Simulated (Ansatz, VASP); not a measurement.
# Two plane-wave programs on W

```xyz
1
Lattice="-1.5823 1.5823 1.5823 1.5823 -1.5823 1.5823 1.5823 1.5823 -1.5823" Properties=species:S:1:pos:R:3 pbc="T T T"
W     0.0000    0.0000    0.0000
```

Alike in both runs: task relaxation of cell and atoms; functional LDA; k mesh 12 × 12 × 12; occupations fermi-dirac, width 0.05 eV; no spin polarisation.

|  | VASP | Ansatz |
| --- | --- | --- |
| version | VASP 6.6.1 | Ansatz 0.2.0 |
| potentials or method | VASP PAW LDA potentials, release 64 (W_sv) | Ansatz PAW |
| plane-wave cutoff (eV) | 600 | 420 |
| valence electrons in the cell | 14 | 14 |

VASP gave:

```
gap on the k mesh at the Fermi level, each at its own relaxed structure (eV) : none
relaxed volume (Å³/atom)                                                     : 15.49
relaxed cell length with the largest relative difference (Å)                 : 2.720
energy change over the relaxation (meV/atom)                                 : -8
```

What did Ansatz give for the same quantities?

gap on the k mesh at the Fermi level, each at its own relaxed structure (eV): none; relaxed volume (Å³/atom): 15.40; relaxed cell length with the largest relative difference (Å): 2.714; energy change over the relaxation (meV/atom): -13.

A gap of «none» marks a metal or a gap that the smearing closes.

Caveats: the plane-wave basis is chosen anew once the cell has moved, so the energies of steps on either side of that aren't comparable (Ansatz); the PAW data sets come from PBE, with cores solved anew for the run's functional, which leaves a small shift of forces and pressure (Ansatz). The runs have no spin-orbit coupling, so splittings on W are missing. Zero-point motion and thermal expansion aren't in these numbers. LDA usually gives volumes a few per cent too small.
